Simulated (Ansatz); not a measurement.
Runs of Ansatz 0.2.0 on Bi. It takes space group R-3m (No. 166, trigonal). Conventional cell: a = 4.535 Å, b = 4.535 Å, c = 11.814 Å, α = 90.00°, β = 90.00°, γ = 120.00°. Around Bi (site symmetry 3m) lie 6 Bi at 3.06 to 3.52 Å. 

```tsv
task	level	potentials or basis	spin	k mesh	cutoff (eV)	smearing	basis error allowed	mesh quality	gap on the mesh (eV)	pressure (GPa)	V0 of scaled cells (Å³/atom)	B0 (GPa)	largest force (eV/Å)
band structure	PBE	all-electron LAPW, scalar-relativistic	off	7 × 7 × 7	214	fermi-dirac 0.05 eV	0.001 eV/atom	not flagged	0.26	2.1	-	-	0.20
single point	PBE	all-electron PAW datasets made for the crystal	off	4 × 4 × 4	260	fermi-dirac 0.05 eV	-	coarse	none	2.0	-	-	0.03
density of states	PBE	all-electron PAW datasets made for the crystal	off	7 × 7 × 7	260	fermi-dirac 0.05 eV	-	not flagged	0.26	2.1	-	-	0.20
band structure	PBEsol	all-electron LAPW, non-relativistic	off	7 × 7 × 7	214	fermi-dirac 0.05 eV	0.001 eV/atom	not flagged	-	2.1	-	-	(a)
equation of state	PBE	all-electron LAPW, scalar-relativistic	off	7 × 7 × 7	-	fermi-dirac 0.05 eV	0.0005 eV/atom	not flagged	-	-	36.65	43	-
equation of state	PBEsol	all-electron LAPW, scalar-relativistic	off	7 × 7 × 7	-	fermi-dirac 0.05 eV	0.001 eV/atom	not flagged	-	-	(b)	50	-
band structure	LDA	all-electron LAPW, scalar-relativistic	off	7 × 7 × 7	214	fermi-dirac 0.05 eV	0.001 eV/atom	not flagged	-	-1.6	-	-	0.05
band structure	PBEsol	all-electron LAPW, inner shells corrected to Dirac's equation	off	7 × 7 × 7	214	fermi-dirac 0.05 eV	0.001 eV/atom	not flagged	-	-0.3	-	-	0.13
band structure	revPBE-LDA	all-electron LAPW, scalar-relativistic	collinear, antiferromagnetic start	7 × 7 × 7	214	gaussian 0.025 eV	0.001 eV/atom	not flagged	0.28	8.0	-	-	0.23
single point	PBE	all-electron PAW datasets made for the crystal	off	6 × 6 × 6	260	fermi-dirac 0.05 eV	-	coarse	none	2.2	-	-	0.12
band structure	PBEsol	all-electron PAW datasets made for the crystal	off	7 × 7 × 7	260	fermi-dirac 0.05 eV	-	not flagged	-	-0.3	-	-	0.13
band structure	PBEsol	all-electron LAPW, scalar-relativistic	off	7 × 7 × 7	214	fermi-dirac 0.05 eV	0.001 eV/atom	not flagged	-	-0.3	-	-	0.13
```

Alike in all rows: cell as given.

Task: Fill in the values left out.

Result: (a) 0.45; (b) 34.83.

Caveats: some runs use coarse meshes; spin-orbit coupling is left out, which moves the levels of the heavy elements (some runs); spin-orbit coupling is left out, which as a rule narrows the gap of such compounds by several tenths of an eV (some runs); the mesh misses the band edges, which the band path finds closer together (some runs); the k mesh is thin for a metal, which can move the energy by tens of meV per atom (some runs); the cell was scaled at fixed shape and fractional positions, which overstates the stiffness of a crystal with free parameters, most of all of layers and chains (some runs); the program warned that the printed levels may be off, so bands, gaps and densities of states are rough (some runs); an odd mesh through Γ misses points on the zone boundary, where band edges often lie (some runs).

A k mesh can miss the band edges, and the runs leave out spin-orbit coupling on Bi.

A gap of «none» marks a metal or a gap under the smearing width.

Not every run made on this cell is shown here.
